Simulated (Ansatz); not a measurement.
An input for Ansatz 0.2.0 (Boron (R-3m, 12 atoms a cell)):

```yaml
crystal:
  lattice:
    - [2.45895, 1.4196754444, 4.1935]
    - [-2.45895, 1.4196754444, 4.1935]
    - [0.0, -2.8393508888, 4.1935]
  atoms:
    - { symbol: B, position: [0.01019, 0.65361, 0.01019] }
    - { symbol: B, position: [0.01019, 0.01019, 0.65361] }
    - { symbol: B, position: [0.65361, 0.01019, 0.01019] }
    - { symbol: B, position: [0.98981, 0.34639, 0.98981] }
    - { symbol: B, position: [0.34639, 0.98981, 0.98981] }
    - { symbol: B, position: [0.98981, 0.98981, 0.34639] }
    - { symbol: B, position: [0.22118, 0.6306, 0.22118] }
    - { symbol: B, position: [0.22118, 0.22118, 0.6306] }
    - { symbol: B, position: [0.6306, 0.22118, 0.22118] }
    - { symbol: B, position: [0.77882, 0.3694, 0.77882] }
    - { symbol: B, position: [0.3694, 0.77882, 0.77882] }
    - { symbol: B, position: [0.77882, 0.77882, 0.3694] }
kpoints:
  mp_grid: { grid: [4, 4, 4] }
hamiltonian:
  xc: lda
scf:
  occupations: { method: fixed }
gw:
  n_empty_bands: 564
  ecut_chi: 200.0
  qp_bands: [v4, c4]
  qp_kpoints: band_edges
  screening: { model: contour_deformation }
```

```sh
ansatz run input.yaml --threads 3 --pin off --max-ram 64512MiB --backend cuda --events-out ev --progress --plain --runs-dir out --devices 1 --max-vram 24GiB  # rebuilt from the run's record
```

Question: Estimate wall time and host memory on 1 × NVIDIA H100 80GB HBM3 (shared by 3 runs) with 3 threads of AMD EPYC 7R13 (Zen 3), shared host.

It took 19 s; on shared hardware allow 9.7 s to 39 s. Peak host memory was 2.0 GiB. The sizes that set the cost: 1731 plane waves a state, 13 irreducible k points, 582 bands summed, 549 plane waves in the screening and 6 SCF cycles.

The screening grows as filled bands × empty bands × pairs of k points, times the square of the screening basis for the matrix.

[Paths, hosts, dates, memory and timing lines, banners, echoed tables and standing remarks are left out of the program output.]

[Logs are printed without paths, hosts, clocks, repeated set-up lines and the standing remarks that a program may print on its own settings, such as how far it seeks lower states.]

[Runs of the session that timed out or met a known fault of the program may be left out.]

[Cells called generated may have been cut or substituted from an entry of the Crystallography Open Database or the Materials Project.]

[Hosts, paths, dates, database ids (printed as entryN), source tags and the programs' standing remarks are cut or masked in the printed files.]
